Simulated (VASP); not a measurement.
HfSiO4:

```
CELL_PARAMETERS angstrom
-3.27944 3.27944 2.97940
3.27944 -3.27944 2.97940
3.27944 3.27944 -2.97940
ATOMIC_POSITIONS crystal
Hf 0.00000 0.00000 0.00000
Hf 0.75000 0.25000 0.50000
Si 0.25000 0.75000 0.50000
Si 0.50000 0.50000 0.00000
O 0.13213 0.31745 0.81468
O 0.06745 0.75277 0.68532
O 0.06745 0.38213 0.31468
O 0.50277 0.31745 0.18532
O 0.68255 0.49723 0.81468
O 0.61787 0.93255 0.68532
O 0.24723 0.93255 0.31468
O 0.68255 0.86787 0.18532
```

The cell is a database's computed one.

Base run:

```yaml
Program: VASP 6.6.1
Functional: PBEsol
Potentials_or_basis: VASP PAW PBE potentials, release 64 (Hf_pv, Si, O)
Cutoff: 520 eV
k_mesh: 6 × 6 × 6
Occupations: gaussian, width 0.5 eV
Spin: no spin polarisation
```

Its results: band gap on the k mesh 5.40 eV, indirect (least direct gap 5.77 eV); pressure 0.3 GPa; largest force 0.007 eV/Å.

The run is repeated on the same cell with these changes: potentials or basis from VASP PAW PBE potentials, release 64 (Hf_pv, Si, O) to VASP PAW PBE potentials, release 64 (Hf_pv, Si, O_h); cutoff from 520 eV to 900 eV; occupations from gaussian, width 0.5 eV to gaussian, width 0.02 eV. What comes out?

Band gap on the k mesh 5.40 eV, indirect (least direct gap 5.77 eV); pressure -0.5 GPa; largest force 0.035 eV/Å.

Caveats: the PAW data sets were made with another functional, which shifts forces and pressure a little; spin-orbit coupling is left out, which moves the levels of the heavy elements; the cutoff is under 1.25 times the usual one of these potentials, so pressure, stress and relaxed cells hold a basis-set (Pulay) error (some runs).

A k mesh can miss the band edges.
